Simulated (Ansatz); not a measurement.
# Tantalum, bcc: B3LYP after BLYP

Aim: see what exact exchange does to the levels, and what it costs. Spin polarisation is left out. The geometry was relaxed under BLYP beforehand and is kept. Exact exchange is dear, so the k-mesh is coarse, and BLYP is run on the same mesh for comparison.

Method: DFT, plane waves (420 eV) with PBE-made PAW files, scalar-relativistic; functionals as named at each step, in Ansatz 0.2.0.

## Step 1: The system as given

It takes space group Im-3m (No. 229, cubic). The conventional cell has a = 3.356 Å, b = 3.356 Å, c = 3.356 Å, α = 90.00°, β = 90.00°, γ = 90.00°. Ta (site symmetry m-3m) is surrounded by 8 Ta at 2.91 Å.

As a file:

```
Ta
1.0
    -1.67784    1.67784    1.67784
     1.67784   -1.67784    1.67784
     1.67784    1.67784   -1.67784
Ta
1
Direct
  0.00000 0.00000 0.00000
```

## Step 2: BLYP on the coarse mesh

The run with BLYP.

File input.yaml:

```yaml
crystal:
  lattice:
    - [-1.6778374687, 1.6778374687, 1.6778374687]
    - [1.6778374687, -1.6778374687, 1.6778374687]
    - [1.6778374687, 1.6778374687, -1.6778374687]
  atoms:
    - { symbol: Ta, position: [0.0, 0.0, 0.0] }
hamiltonian:
  xc: blyp
  pseudopotentials:
    kind: paw
    azcp:
      Ta: "pseudopotentials/Ta.paw.azcp"
basis:
  ecutwfc: 420
  fft_grid_basis: typed
kpoints:
  mp_grid: { grid: [7, 7, 7], shift: [0, 0, 0] }
magnetization:
  spin_polarized: false
scf:
  occupations: { method: fermi_dirac, width: 0.1 }
```

The program printed:

```text
Warning: RAYON_NUM_THREADS=4 ignored (pool sized by the plan → 4); use --threads N
Engine: ansatz 0.2.0, x86_64-unknown-linux-gnu
Pseudopotentials: kind: paw
Pseudopotential: Ta, paw, valence charge 13, recommended cutoff 420 eV (normal), <dir>
Functional definition: BLYP
  parameter beta = 0.0042
  parameter a = 0.04918
  parameter b = 0.132
  parameter c = 0.2533
  parameter d = 0.349
  exchange = b88_x(beta = beta)
  correlation = lyp_c(a = a, b = b, c = c, d = d)
Crystal: 1 atoms, lattice volume = 18.893 Å³
Basis set: ecut = 420 eV, 369 PW (Γ), exchange–correlation on 40×40×40 points (8 copies of the dense FFT grid, shifted against one another)
Bands: 11, of which v1, the nominal top of the filled ones, is band 7 counted from 1 (6 counted from 0)
Symmetry: 48 space group operations
Space group: Im-3m (ITA 229), of the structure as read, at distance tolerance 2.7e-5 Å
k-points: 20 of 343
Non-local potential: Ta, projectors of the file, l = 0: 3, l = 1: 2, l = 2: 2, l = 3: 1
PAW form: soft (Blöchl's): semilocal exchange-correlation on the pseudo side does not see the compensation charge
PAW frozen core: Ta, regenerated for the run's functional, and the local potential with it (the file was generated under x = pbe(κ = 0.804, μ = 0.2195149727645171), c = pbe(β = 0.06672455060314922))
PAW one-centre angular grid: Ta, 590 points (default); XC on 64 Gauss nodes
Initial density: superposition of atomic densities (neutral atoms: chi_scale 0, normalization atom), corrected by the library's trained network
Initial wavefunctions: pseudopotential atomic-orbital guess
Functional: x = b88, c = lyp
SCF iter   1: F=—  HF=-9956.147438 eV  |F-HF|=—  |Δ(HF+E_count)|=         —  Δρ=7.01e-3  dr2=9.53e-3  ethr=1.77e-3  ⟨swp⟩=5.0  Hψ=1236  notcnv=0
preconditioner: auto → none  [metal: Δε(μ)=0.104 eV  Ē_g=7.826 eV  σ=0.100 eV  W_gap=0.25  n_scr=0 (ndim 8)  ℏωp=19.1 eV  f_vac=0.000  D(μ)=1.25/eV (n_scr^D=12)]
SCF iter   2: F=—  HF=-9956.144533 eV  |F-HF|=—  |Δ(HF+E_count)|=   2.90e-3  Δρ=2.50e-3  dr2=7.10e-4  ethr=7.33e-5  ⟨swp⟩=1.4  Hψ=405  notcnv=0
SCF iter   3: F=—  HF=-9956.144687 eV  |F-HF|=—  |Δ(HF+E_count)|=   1.54e-4  Δρ=7.29e-4  dr2=4.20e-5  ethr=5.46e-6  ⟨swp⟩=2.2  Hψ=264  notcnv=0
SCF iter   4: F=—  HF=-9956.144728 eV  |F-HF|=—  |Δ(HF+E_count)|=   4.08e-5  Δρ=5.62e-5  dr2=2.23e-7  ethr=3.23e-7  ⟨swp⟩=2.0  Hψ=265  notcnv=0
iter 5 did not close the SCF: its close was put off for the readings that it lacked (scf_convergence_deferred on its scf_iter line)
SCF iter   5: F=-9956.144728 eV  HF=-9956.144728 eV  |F-HF|=1.28e-9  |Δ(HF+E_count)|=   2.68e-7  Δρ=7.95e-6  dr2=4.90e-9  ethr=1.72e-9  ⟨swp⟩=2.1  Hψ=279  notcnv=0
SCF iter   6: F=-9956.144728 eV  HF=-9956.144728 eV  |F-HF|=5.46e-11  |Δ(HF+E_count)|=   1.06e-9  Δρ=5.82e-7  dr2=2.01e-11  ethr=3.77e-11  ⟨swp⟩=1.0  Hψ=632  notcnv=0
SCF 1 converged in 6 iterations: F = -9956.144728 eV  dr2 = 2.01e-11
SCF converged after 6 iterations
Free energy (F): -9956.144728 eV
Harris-Foulkes:  -9956.144728 eV  (|F-HF|=5.46e-11)
Internal energy: -9956.101615 eV  (E = F + TS)
E sigma→0 (E₀):  -9956.123172 eV
Entropy (-TS):   -0.043113 eV (-43.113 meV/atom)
Fermi energy:    18.064010 eV
--- Per-component energies (eV) ---
  E_band       = -110.615473
  E_kinetic    = 365.083020
  E_local      = -576.798955  (includes V_loc(G=0)·N_el)
  E_nonlocal   = 14.304102
  E_hartree    = 199.081355
  E_xc         = -214.498837
  E_vxc        = -199.207867  (∫ρ·V_xc dr)
  E_paw        = -8423.918625  (= ΣΔE_a)
  E_vpaw       = -112.158631  (= ΣTr[D̂ρ^β])
  E_aug_tail   = 0.000188  (compensation charges beyond the density's cutoff)
  E_ewald      = -1319.588555
  E_core_change = 0.234691  (= ΣΔE_core)
  E_smearing   = -0.043113  (= −TS)
  E_closure    = 0.000000  (closes the sum)
  Σ components = -9956.144728   (vs F -9956.144728, Δ=0.00e0)
```

Run time: 0.41 s. Hardware: 4 threads of an x86-64 CPU, shared host; peak memory 0.31 GiB.

## Step 3: B3LYP on the coarse mesh

The run with B3LYP.

Edit input.yaml of step 2 so:

```diff
@@ -8,3 +8,3 @@
 hamiltonian:
-  xc: blyp
+  xc: b3lyp
   pseudopotentials:
```

The program printed:

```text
Warning: RAYON_NUM_THREADS=4 ignored (pool sized by the plan → 4); use --threads N
[... 3 set-up lines as earlier in the session ...]
Functional definition: B3LYP
  parameter a0 = 0.2
  parameter ax = 0.72
  parameter ac = 0.81
  exchange = (1 - a0 - ax)*slater_x + ax*b88_x + a0*exact_x
  correlation = (1 - ac)*vwn_rpa_c + ac*lyp_c
Crystal: 1 atoms, lattice volume = 18.893 Å³
Basis set: ecut = 420 eV, 369 PW (Γ), exchange–correlation on 40×40×40 points (8 copies of the dense FFT grid, shifted against one another)
Bands: 11, of which v1, the nominal top of the filled ones, is band 7 counted from 1 (6 counted from 0)
[... 2 set-up lines as earlier in the session ...]
k-points: 20 of 343
[... 6 set-up lines as earlier in the session ...]
Functional: x = 0.1 slater + 0.9 b88, c = 0.19 vwn_rpa + 0.81 lyp, warm-up for x = 0.08 slater + 0.72 b88 + 0.2 exact, c = 0.19 vwn_rpa + 0.81 lyp
SCF iter   1: F=—  HF=-9945.845645 eV  |F-HF|=—  |Δ(HF+E_count)|=         —  Δρ=5.65e-3  dr2=3.60e-3  ethr=1.77e-3  ⟨swp⟩=6.2  Hψ=870  notcnv=0
preconditioner: auto → none  [metal: Δε(μ)=0.119 eV  Ē_g=7.869 eV  σ=0.100 eV  W_gap=0.28  n_scr=0 (ndim 8)  ℏωp=19.1 eV  f_vac=0.000  D(μ)=1.20/eV (n_scr^D=12)]
SCF iter   2: F=—  HF=-9945.845806 eV  |F-HF|=—  |Δ(HF+E_count)|=   1.61e-4  Δρ=2.70e-3  dr2=6.83e-4  ethr=2.77e-5  ⟨swp⟩=2.3  Hψ=365  notcnv=0
iter 3 solved again at ethr=3.48e-8 eV; its pass at ethr=5.26e-6 eV (dr2=4.53e-6 eV) is discarded
SCF iter   3: F=—  HF=-9945.846019 eV  |F-HF|=—  |Δ(HF+E_count)|=   2.13e-4  Δρ=2.48e-4  dr2=4.14e-6  ethr=3.48e-8  ⟨swp⟩=3.5  Hψ=828  notcnv=0
SCF iter   4: F=—  HF=-9945.846026 eV  |F-HF|=—  |Δ(HF+E_count)|=   6.61e-6  Δρ=5.18e-5  dr2=1.66e-7  ethr=3.18e-8  ⟨swp⟩=3.0  Hψ=406  notcnv=0
SCF iter   5: F=—  HF=-9945.846026 eV  |F-HF|=—  |Δ(HF+E_count)|=   3.06e-7  Δρ=2.98e-6  dr2=1.59e-9  ethr=1.28e-9  ⟨swp⟩=3.0  Hψ=412  notcnv=0
SCF iter   6: F=-9945.846026 eV  HF=-9945.846026 eV  |F-HF|=2.18e-11  |Δ(HF+E_count)|=  4.04e-10  Δρ=4.27e-7  dr2=1.01e-11  ethr=1.22e-11  ⟨swp⟩=3.0  Hψ=455  notcnv=0
SCF 1 converged in 6 iterations: F = -9945.846026 eV  dr2 = 1.01e-11
Initial density: handed on by an earlier stage of this run
Initial wavefunctions: those handed on with the density
Functional: x = 0.08 slater + 0.72 b88 + 0.2 exact, c = 0.19 vwn_rpa + 0.81 lyp
Frozen-core exchange: fock
iter 1 solved again at ethr=6.87e-5 eV; its pass at ethr=1.00e-1 eV (dr2=8.93e-3 eV) is discarded
SCF iter   1: F=—  HF=-9944.396541 eV  |F-HF|=—  |Δ(HF+E_count)|=         —  Δρ=6.57e-3  dr2=1.08e-2  ethr=6.87e-5  ⟨swp⟩=3.5  Hψ=996  notcnv=0
preconditioner: auto → none  [insulator: Δε(μ)=0.411 eV  Ē_g=9.327 eV  σ=0.100 eV  W_gap=0.65  n_scr=0 (ndim 8)  ℏωp=19.1 eV  f_vac=0.000  D(μ)=0.36/eV (n_scr^D=0)]
SCF iter   2: F=—  HF=-9944.397441 eV  |F-HF|=—  |Δ(HF+E_count)|=   9.00e-4  Δρ=2.74e-3  dr2=1.52e-3  ethr=6.87e-5  ⟨swp⟩=2.7  Hψ=369  notcnv=0
SCF iter   3: F=—  HF=-9944.397206 eV  |F-HF|=—  |Δ(HF+E_count)|=   2.35e-4  Δρ=8.34e-4  dr2=8.71e-5  ethr=1.14e-5  ⟨swp⟩=3.0  Hψ=474  notcnv=0
SCF iter   4: F=-9944.397160 eV  HF=-9944.397161 eV  |F-HF|=4.87e-7  |Δ(HF+E_count)|=   4.54e-5  Δρ=1.70e-4  dr2=3.23e-6  ethr=6.46e-7  ⟨swp⟩=3.0  Hψ=479  notcnv=0
SCF 2 stopped early in 4 iterations: F = -9944.397160 eV  dr2 = 3.23e-6
hybrid outer 1: dexx = +6.443e-3 eV, tail = 1.00e-5 eV
Frozen-core exchange: fock
SCF iter   1: F=—  HF=-9944.397174 eV  |F-HF|=—  |Δ(HF+E_count)|=         —  Δρ=9.39e-5  dr2=8.49e-7  ethr=3.85e-7  ⟨swp⟩=4.8  Hψ=635  notcnv=0
preconditioner: auto → none  [insulator: Δε(μ)=0.592 eV  Ē_g=9.308 eV  σ=0.100 eV  W_gap=0.78  n_scr=0 (ndim 8)  ℏωp=19.1 eV  f_vac=0.000  D(μ)=0.32/eV (n_scr^D=0)]
SCF iter   2: F=—  HF=-9944.397173 eV  |F-HF|=—  |Δ(HF+E_count)|=   1.46e-7  Δρ=4.16e-5  dr2=1.01e-7  ethr=6.22e-9  ⟨swp⟩=3.0  Hψ=389  notcnv=0
iter 3 solved again at ethr=2.83e-11 eV; its pass at ethr=7.27e-10 eV (dr2=3.68e-9 eV) is discarded
SCF iter   3: F=-9944.397173 eV  HF=-9944.397173 eV  |F-HF|=2.08e-9  |Δ(HF+E_count)|=  8.55e-11  Δρ=7.02e-6  dr2=3.95e-9  ethr=2.83e-11  ⟨swp⟩=2.6  Hψ=948  notcnv=0  defer=4
SCF 3 converged in 3 iterations: F = -9944.397173 eV  dr2 = 3.95e-9
hybrid outer 2: dexx = +3.947e-7 eV, tail = 1.09e-8 eV, Δε = 4.70e-3 eV (about 2.05e-4 eV left of the loop's levels)
hybrid SCF converged: 2 outer / 7 inner (+6 warm-up), last move |dexx| = 3.95e-7 eV, tail = 1.09e-8 eV
Stability not checked: this state was not tested for a lower state beside it, because the functional holds exact exchange (a hybrid, or Hartree-Fock), whose exchange loop this test does not read (fock_operator; see scf.lower_state_search)
Free energy (F): -9944.397173 eV
Frozen-core exchange: fock
Harris-Foulkes:  -9944.397173 eV  (|F-HF|=2.08e-9)
Internal energy: -9944.383930 eV  (E = F + TS)
E sigma→0 (E₀):  -9944.390552 eV
Entropy (-TS):   -0.013243 eV (-13.243 meV/atom)
Fermi energy:    17.643731 eV
--- Per-component energies (eV) ---
  E_band       = -137.192757
  E_kinetic    = 363.264182
  E_local      = -572.553957  (includes V_loc(G=0)·N_el)
  E_nonlocal   = 16.440593
  E_hartree    = 196.354032
  E_xc         = -176.779199
  E_vxc        = -163.925478  (∫ρ·V_xc dr)
  E_exx        = -32.695699  (= α·E_x^exact, valence–valence)
  E_paw        = -8416.309936  (= ΣΔE_a)
  E_vpaw       = -107.733677  (= ΣTr[D̂ρ^β])
  E_aug_tail   = 0.000185  (compensation charges beyond the density's cutoff)
  E_ewald      = -1319.588555
  E_core_change = -2.515576  (= ΣΔE_core)
  E_smearing   = -0.013243  (= −TS)
  E_closure    = -0.000000  (closes the sum)
  Σ components = -9944.397173   (vs F -9944.397173, Δ=1.82e-12)
--- Band table (eV; the first three rows and the last of 20) ---
  k-point 0: bands = ["-52.7463", "-17.5830", "-17.5830", "-17.5830", "9.0364", "19.1408", "19.1408", "19.1408", "22.5638"]
  k-point 1: bands = ["-52.7259", "-17.8112", "-17.6524", "-17.5844", "9.9414", "18.4201", "18.7183", "19.9926", "21.9192"]
  k-point 2: bands = ["-52.6796", "-18.2993", "-17.8031", "-17.5850", "11.9486", "16.8443", "17.5108", "22.0590", "22.4129"]
  k-point 19: bands = ["-52.5647", "-18.3585", "-18.3158", "-18.3158", "13.8492", "13.9145", "23.3893", "23.3893", "24.7263"]
  guard bands above this table: 2 of the run's 11 bands. The solve was not asked for them (output.publish_guard_bands: true or output.eigenvalues: true publishes all)
```

Wall time 4.2 s (4 threads of an x86-64 CPU, shared host); peak memory 0.82 GiB.

## Step 4: Side by side

```csv
functional,gap on the mesh,Fermi energy (eV),SCF cycles,exchange loops,CPU time
BLYP,none (levels filled in part),18.064,6,-,0.61 s
B3LYP,none (levels filled in part),17.644,13,2,10 s
```

## Step 5: Summary of results

| quantity | value |
| --- | --- |
| BLYP: gap | none (levels filled in part) |
| B3LYP: gap | none (levels filled in part) |
| B3LYP: SCF cycles, exchange loops | 13, 2 |
| B3LYP: CPU time over that of BLYP | 17 |

**Reading.** Both BLYP and B3LYP leave levels filled in part. B3LYP cost 17 times the CPU time of BLYP. The exchange operator of B3LYP was renewed in 2 outer loops. The cell taken over is 5 % larger than the measured one (18.06 Å³/atom, COD). Absolute energies differ from functional to functional, by eV per atom at times, and say nothing by themselves.
